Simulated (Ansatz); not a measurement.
## SnO2 under pressure: fit and missing row

SnO2, P4_2/mnm, a = 4.760 Å, c = 3.201 Å. Ansatz: r2SCAN, PAW, 500 eV, Γ-centred 6×6×8 mesh on 6 atoms, Gaussian smearing 0.02 eV; no spin polarisation. Cell and atoms are relaxed at each pressure, and no other structure is tried, so the rows at high pressure may lie past a change of phase.

```tsv
V (Å³/atom)	P (GPa)
10.511	40.00
11.155	19.96
11.569	9.95
11.810	5.00
?	1.98
12.086	0.00
12.208	-1.99
```

**Question.** Take V0 = 12.086 Å³/atom, fit the third-order Birch–Murnaghan form to the other rows, and predict the missing volume.

**Answer.** With the Eulerian strain f = ½[(V0/V)^(2/3) − 1] and y = P/[3f(1 + 2f)^(5/2)], the form is the line y = B0 + 1.5 B0 (B0′ − 4) f. Rows (f, y): 0.04878, 216.6; 0.02745, 212.1; 0.01479, 208.5; 0.00776, 206.7; -0.00334, 202.0. Means f = 0.01909, y = 209.18; Σ(Δf)² = 0.001601, ΣΔfΔy = 0.4368; the slope is their ratio. y = 204.0 + 272.8 f GPa, so B0 = 204.0 GPa and B0′ = 4 + 2 × (272.8)/(3 × 204.0) = 4.89. P = 1.98 GPa is met at f = 0.00317 (y = 204.86), so V = V0 (1 + 2f)^(−3/2) = 11.972 Å³/atom. The run gave 11.974 Å³/atom, so the fit is 0.002 Å³/atom too low, within twice the rms miss on the fitted rows (0.002 Å³/atom).

The mesh isn't the same in all rows (6×6×8, 6×6×10).